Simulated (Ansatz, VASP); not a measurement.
One calculation of Sn, two programs

```
Sn
1.0
    -1.86075    1.86075    1.86075
     1.86075   -1.86075    1.86075
     1.86075    1.86075   -1.86075
Sn
1
Cartesian
  0.0000 0.0000 0.0000
```

Alike in both runs: task single point; functional r2SCAN; k mesh 13 × 13 × 13; occupations fermi-dirac, width 0.1 eV; no spin polarisation.

|  | VASP | Ansatz |
| --- | --- | --- |
| version | VASP 6.6.1 | Ansatz 0.2.0 |
| potentials or method | VASP PAW PBE potentials, release 64 (Sn_d) | plane waves (500 eV) with PAW, scalar-relativistic |
| plane-wave cutoff (eV) | 520 | 500 |
| valence electrons in the cell | 14 | 14 |

|  | VASP | Ansatz | Ansatz less VASP |
| --- | --- | --- | --- |
| pressure (GPa) | 2.7 | 2.7 | -0.03 |

With one functional, cell and mesh, what is left measures potentials, basis and numerics.

Caveats: the PAW data sets were made with another functional, which shifts forces and pressure a little (VASP).
